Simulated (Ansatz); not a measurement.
# Elastic constants of Si$_{7}$Ge: input and output

Computed with DFT PBEsol, scalar-relativistic, plane waves, PAW in Ansatz 0.2.0.

Launched with:
```bash
ansatz run input.yaml --threads 4 --pin off --max-ram 12288MiB --backend cpu --events-out ev --progress --plain --runs-dir out
```

Input (bare energies are in eV):
```yaml
crystal:
  lattice:
    - [5.4591768191, 0.0, 0.0]
    - [0.0, 5.4591768191, 0.0]
    - [0.0, 0.0, 5.4591768191]
  atoms:
    - { symbol: Si, position: [0.2525976816, 0.2525976816, 0.2525976816] }
    - { symbol: Si, position: [0.0, 0.5, 0.5] }
    - { symbol: Si, position: [0.5, 0.5, 0.0] }
    - { symbol: Si, position: [0.5, 0.0, 0.5] }
    - { symbol: Si, position: [0.7474023184, 0.2525976816, 0.7474023184] }
    - { symbol: Si, position: [0.7474023184, 0.7474023184, 0.2525976816] }
    - { symbol: Si, position: [0.2525976816, 0.7474023184, 0.7474023184] }
    - { symbol: Ge, position: [0.0, 0.0, 0.0] }
basis:
  ecutwfc: 420
kpoints:
  mp_grid: { grid: [8, 8, 8] }
hamiltonian:
  xc: pbesol
scf:
  occupations: { method: fixed }
output:
  forces: true
  stress: true
  eigenvalues: true
  polarization: {}
elastic:
  mode: clamped_ion
  stencil: two_point
```

From the output:
```
--- Elastic constants: 2 strain directions × 2 members + reference (group order 24) ---
  dense FFT box of the reference and of every strained cell: 40×40×40
  strains applied: 11, 23; error gains: componentwise 1.00 (the most a stress slope's error grows in a printed constant), spectral 1.73 (1 for all six strains in a standard setting)
  C = ∂σ_k/∂η_j (tension-positive GPa; Voigt order 11 22 33 23 13 12):
       151.848     60.054     60.054      0.000     -0.000      0.000
        60.054    151.848     60.054      0.000     -0.000     -0.000
        60.054     60.054    151.848      0.000      0.000     -0.000
        -0.000      0.000      0.000    100.548      0.000     -0.000
        -0.000     -0.000     -0.000     -0.000    100.548     -0.000
         0.000     -0.000      0.000     -0.000     -0.000    100.548
  reference stress σ⁰ (GPa):      0.000      0.000      0.000      0.000     -0.000     -0.000
  C* (energy form; C + prestress term) asymmetry max|C*_kj − C*_jk| = 7.105e-15 GPa — a small one proves nothing (zero by symmetry where the batch's group is 432, −43m or m−3m); a large one is finite-difference/SCF noise where every solve ...
  moduli (Voigt/Reuss/Hill, GPa): K = 90.65/90.65/90.65   G = 78.69/68.11/73.40   E = 173.40   ν = 0.181
  mechanically stable: yes (min eigenvalue of sym C = 91.79 GPa)
  e, the proper piezoelectric tensor (elastic.mode: clamped_ion; C/m²; rows x y z; Voigt order 11 22 33 23 13 12):
       0.00000   -0.00000   -0.00000    0.01605    0.00000    0.00000
       0.00000    0.00000   -0.00000   -0.00000    0.01605   -0.00000
       0.00000   -0.00000    0.00000   -0.00000   -0.00000    0.01605
  ±, each entry's uncertainty from the finite density of the strings (C/m²), an estimate: the size of the correction for it that the entry includes:
       0.00000    0.00000    0.00000    0.00014    0.00000    0.00000
       0.00000    0.00000    0.00000    0.00000    0.00014    0.00000
       0.00000    0.00000    0.00000    0.00000    0.00000    0.00014
  the group's symmetry takes up to 5.8e-8 C/m² out of the measured responses: error of the strings' finite density and of the mesh across them, as far as it breaks the symmetry (raise kpoints.mp_grid and any string_points); the largest step ...
  strain η (Voigt 11):  stress-route row diagonal C_11 = 151.85 GPa, energy-path curvature d²(F+E_count+ΔE)/dδ²/Ω₀ = 152.01 GPa
         δ    σ_11 (GPa) F (eV) n_scf n_hpsi n_pw
    -2.000e-3      -0.3038       -8603.9060039       9   44880   3188
     2.000e-3       0.3036       -8603.9060038       9   46282   3210
  strain η (Voigt 23):  stress-route row diagonal C_44 = 100.55 GPa, energy-path curvature d²(F+E_count+ΔE)/dδ²/Ω₀ = 100.70 GPa
         δ    σ_23 (GPa) F (eV) n_scf n_hpsi n_pw
    -2.000e-3      -0.2011       -8603.9061048       9   62381   3196
     2.000e-3       0.2011       -8603.9061048       9   62379   3196
--- Formal polarisation (Berry phase): one branch of a lattice of values; only differences between neighbouring runs are physical ---
  axis mesh electronic ionic p = total spread (rad) least overlap resolved gap  δp at fixed H ≤   (phases in cycles; p mod 2; gap in eV; gap and δp judge the states as solved, not the mesh's step, its ...
  b1    8×8×8          -0.00000000    12.00000000    12.00000000      0.005233         0.9162        0.2788           1.9e-5
  b2    8×8×8          -0.00000000    12.00000000    12.00000000      0.005233         0.9162        0.2788           1.9e-5
  b3    8×8×8          -0.00000000    12.00000000    12.00000000      0.005233         0.9162        0.2788           1.9e-5
  quantum along a1:   0.06710821 e/Å² =   107.519211 µC/cm²
  quantum along a2:   0.06710821 e/Å² =   107.519211 µC/cm²
  quantum along a3:   0.06710821 e/Å² =   107.519211 µC/cm²
  P = (  0.40264928,   0.40264928,   0.40264928) e/Å² = (  645.115264,   645.115264,   645.115264) µC/cm²  (mod the quanta)
```

The run took 61 s on 4 threads of Intel(R) Xeon(R) 6975P-C (Granite Rapids), with other jobs on the host, peak memory 1.2 GiB.

Clamped-ion constants are upper bounds: once the atoms relax, a strain can turn out softer or unstable.